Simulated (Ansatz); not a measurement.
# Computed against measured: atomisation enthalpy at 298 K

8 molecules; the atomisation enthalpy at 298 K in kJ/mol, computed less measured. Shapes, held fixed at every level: PBE0-D4/def2-TZVP. Flexible molecules stand in one conformer, not always the lowest. Thermal terms are harmonic and unscaled (PBE0-D4/def2-TZVP); the spin-orbit lowering of the free atoms is taken from their spectra. Programs: Ansatz 0.2.0. Measured values: Active Thermochemical Tables, CRC Handbook of Chemistry and Physics.

Levels: A = SPW92/def2-TZVPP; B = r2SCAN0-D4/def2-TZVPP; C = MP2/def2-SVP.

```csv
molecule,from tabulated heats,A,B,C
HI (SMILES I),298,+45,-14,-40
C2H3Br (vinyl bromide),2126,+331,-30,-84
C3H2N2 (malononitrile),3266,+576,-117,-56
C2H4O2 (methyl formate),3162,+565,-71,-91
C3H4N2 (imidazole),3835,+727,-76,-117
C3H9N (trimethylamine),4609,+666,-56,-211
C5H8 (methylenecyclobutane),5207,+764,-44,-153
C4H9N (cyclobutylamine),5261,+794,-66,-211
```

(1) Which level does best on this set, which worst, and which err to one side?

Answers

(1) 
```tsv
level	kind	mean error	mean absolute error	worst case
SPW92/def2-TZVPP	LDA	+558.5	558.5	C4H9N
r2SCAN0-D4/def2-TZVPP	global hybrid	-59.2	59.2	C3H2N2
MP2/def2-SVP	perturbation theory	-120.4	120.4	C3H9N
```

On this set r2SCAN0-D4/def2-TZVPP has the smallest mean absolute error and SPW92/def2-TZVPP the largest. SPW92/def2-TZVPP is too high in 8 of 8; r2SCAN0-D4/def2-TZVPP is too low in 8 of 8; MP2/def2-SVP is too low in 8 of 8. The molecules' own spin-orbit lowering is left out, so errors for iodides read a little too negative. Heats of the atoms come from ATcT where it has them. The levels differ in basis as well as in method. For SPW92/def2-TZVPP and MP2/def2-SVP the error tends to grow with the atomisation enthalpy. Correlated wave functions converge slowly with the basis. For atoms past krypton def2 sets carry core potentials with scalar relativity. Relativity is left out for Br. Outer-core shells of Br, I are correlated, in sets that cover them unevenly. The set is small.
